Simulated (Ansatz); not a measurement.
# Cu (P-1) in Ansatz: reference runs

Reference runs on Cu: the cell as given.

Program: Ansatz 0.2.0. These are calculated values, not measurements. Logs are shortened: lines on timing, memory, paths and dates and some standing lists are left out, and cuts for length are marked.

### 1 The cell of the first run

The typed cell holds 1 atom: a = 2.479 Å, b = 2.477 Å, c = 2.450 Å, α = 108.63°, β = 107.81°, γ = 112.70°.

This isn't the form of Cu at room conditions, which is fcc.

### 2 Single point, PBE (cell sheared at random, sigma 0.01, atoms nudged by 0.01 Å)

input.yaml

```yaml
crystal:
  lattice:
    - [-1.45398576, 1.46431069, 1.37398204]
    - [1.4487133, -1.4679854, 1.37230683]
    - [1.42515422, 1.43915386, -1.3778349]
  atoms:
    - { symbol: Cu, position: [0.0, 0.0, 0.0] }
hamiltonian:
  xc: pbe
  pseudopotentials: { kind: paw }
kpoints:
  mp_grid: { grid: [13, 13, 13] }
scf:
  occupations: { method: fermi_dirac, width: 0.05 }
output:
  forces: true
  stress: true
  eigenvalues: true
```

Potentials or basis: Ansatz PAW.

Launch:

```bash
$ ansatz run input.yaml --threads 2 --pin off --max-ram 5632MiB --backend cpu --events-out ev --progress --plain --runs-dir out
```

The log of the run:

```text
Warning: RAYON_NUM_THREADS=2 ignored (pool sized by the plan → 2); use --threads N
Engine: ansatz 0.2.0, aarch64-unknown-linux-gnu
Pseudopotentials: kind: paw
Pseudopotential: Cu, paw, valence charge 19, recommended cutoff 420 eV (normal), Cu.paw.azcp
Functional definition: PBE
  parameter kappa = 0.804
  parameter beta = 0.06672455060314922
  exchange = pbe_x(kappa = kappa, mu = beta*pi^2/3)
  correlation = pbe_c(beta = beta)
Crystal: 1 atoms, lattice volume = 11.457 Å³
Basis set: ecut = 420 eV, 223 PW (Γ), exchange–correlation on 36×36×36 points (8 copies of the dense FFT grid, shifted against one another)
Bands: 14, of which v1, the nominal top of the filled ones, is band 10 counted from 1 (9 counted from 0)
Symmetry: 2 space group operations
Space group: P-1 (ITA 2), of the structure as read, at distance tolerance 2.3e-5 Å
k-points: 1099 of 2197
Non-local potential: Cu, projectors of the file, l = 0: 3, l = 1: 2, l = 2: 3, l = 3: 1
PAW form: soft (Blöchl's): semilocal exchange-correlation on the pseudo side does not see the compensation charge
PAW one-centre angular grid: Cu, 590 points (default); XC on 64 Gauss nodes
Initial density: superposition of atomic densities (neutral atoms: chi_scale 0, normalization atom), corrected by the library's trained network
Initial wavefunctions: pseudopotential atomic-orbital guess
Functional: x = pbe(κ = 0.804, μ = 0.2195149727645171), c = pbe(β = 0.06672455060314922)
SCF iter   1: F=—  HF=-6625.129637 eV  |F-HF|=—  |Δ(HF+E_count)|=         —  Δρ=1.38e-3  dr2=9.65e-5  ethr=1.77e-3  ⟨swp⟩=5.5  Hψ=77940  notcnv=0
preconditioner: auto → none  [metal: Δε(μ)=0.016 eV  Ē_g=17.599 eV  σ=0.050 eV  W_gap=0.08  n_scr=0 (ndim 8)  ℏωp=36.4 eV  f_vac=0.000  D(μ)=0.31/eV (n_scr^D=0)]
SCF iter   2: F=—  HF=-6625.129757 eV  |F-HF|=—  |Δ(HF+E_count)|=   1.19e-4  Δρ=5.10e-4  dr2=6.30e-6  ethr=5.08e-7  ⟨swp⟩=2.2  Hψ=34107  notcnv=0
SCF iter   3: F=—  HF=-6625.129771 eV  |F-HF|=—  |Δ(HF+E_count)|=   1.41e-5  Δρ=1.38e-4  dr2=5.97e-7  ethr=3.31e-8  ⟨swp⟩=2.2  Hψ=20623  notcnv=0
iter 4 did not close the SCF: its close was put off for the readings that it lacked (scf_convergence_deferred on its scf_iter line)
SCF iter   4: F=-6625.129772 eV  HF=-6625.129772 eV  |F-HF|=3.07e-8  |Δ(HF+E_count)|=   1.07e-6  Δρ=2.30e-5  dr2=2.71e-8  ethr=3.14e-9  ⟨swp⟩=2.0  Hψ=21111  notcnv=0
iter 5 did not close the SCF: its close was put off for the readings that it lacked (scf_convergence_deferred on its scf_iter line)
SCF iter   5: F=-6625.129772 eV  HF=-6625.129772 eV  |F-HF|=4.11e-10  |Δ(HF+E_count)|=   1.76e-9  Δρ=2.98e-6  dr2=2.32e-10  ethr=1.43e-10  ⟨swp⟩=2.2  Hψ=21811  notcnv=0
SCF iter   6: F=-6625.129772 eV  HF=-6625.129772 eV  |F-HF|=6.37e-12  |Δ(HF+E_count)|=  4.87e-10  Δρ=3.11e-7  dr2=2.58e-12  ethr=1.22e-12  ⟨swp⟩=2.2  Hψ=46640  notcnv=0
SCF 1 converged in 6 iterations: F = -6625.129772 eV  dr2 = 2.58e-12
SCF converged after 6 iterations
Free energy (F): -6625.129772 eV
Harris-Foulkes:  -6625.129772 eV  (|F-HF|=6.37e-12)
Internal energy: -6625.127318 eV  (E = F + TS)
E sigma→0 (E₀):  -6625.128545 eV
Entropy (-TS):   -0.002454 eV (-2.454 meV/atom)
Fermi energy:    17.391123 eV
--- Per-component energies (eV) ---
  E_band       = -348.180671
  E_kinetic    = 300.399308
  E_local      = -3994.728531  (includes V_loc(G=0)·N_el)
  E_nonlocal   = 389.677777
  E_hartree    = 1761.889356
  E_xc         = -89.850063
  E_vxc        = -115.972963  (∫ρ·V_xc dr)
  E_paw        = -1662.620910  (= ΣΔE_a)
  E_vpaw       = -451.335244  (= ΣTr[D̂ρ^β])
  E_aug_tail   = 0.000298  (compensation charges beyond the density's cutoff)
  E_ewald      = -3329.894551
  E_smearing   = -0.002454  (= −TS)
  E_closure    = 0.000000  (closes the sum)
  Σ components = -6625.129772   (vs F -6625.129772, Δ=0.00e0)
--- Forces (eV/Å), atoms counted from 1 ---
  atom   1  Cu     0.00000000     0.00000000     0.00000000
  max |Σ_I F_I| component: 0.00e0 eV/Å
--- Stress (GPa, compression-positive) ---
        7.014149       2.577542       0.455496
        2.577542       7.819595       0.349398
        0.455496       0.349398       7.550125
  P = ⅓ Tr σ = 7.4613 GPa (74.613 kbar)
--- Band table (eV; the first three rows and the last of 1099) ---
  k-point 0: bands = ["-95.2111", "-52.5152", "-52.5142", "-52.5094", "7.7934", "14.1261", "14.2728", "14.4114", "15.2116", "15.4353", "41.7944", "42.6791", "43.6183", "45.8236"]
  k-point 1: bands = ["-95.2100", "-52.5215", "-52.5178", "-52.5094", "8.0237", "14.1366", "14.3510", "14.3844", "15.1606", "15.4273", "40.1497", "41.8086", "43.0507", "44.0890"]
  k-point 2: bands = ["-95.2071", "-52.5428", "-52.5250", "-52.5088", "8.6980", "14.1481", "14.2562", "14.6299", "15.0520", "15.4073", "36.0417", "40.7445", "42.0156", "42.3545"]
  k-point 1098: bands = ["-95.1951", "-52.6166", "-52.5563", "-52.5200", "12.2398", "13.5193", "14.4138", "15.2906", "15.4850", "16.7750", "25.5244", "32.0616", "33.0946", "42.7994"]
```

Run time: 6.5 s. Hardware: 2 threads of Arm Neoverse V1, shared host; peak memory 0.45 GiB.

What came out:

```yaml
Free_energy: -6625.1298 eV
Pressure: 7.5 GPa
Band_gap_on_the_k_mesh: none (metal or under the smearing width)
```
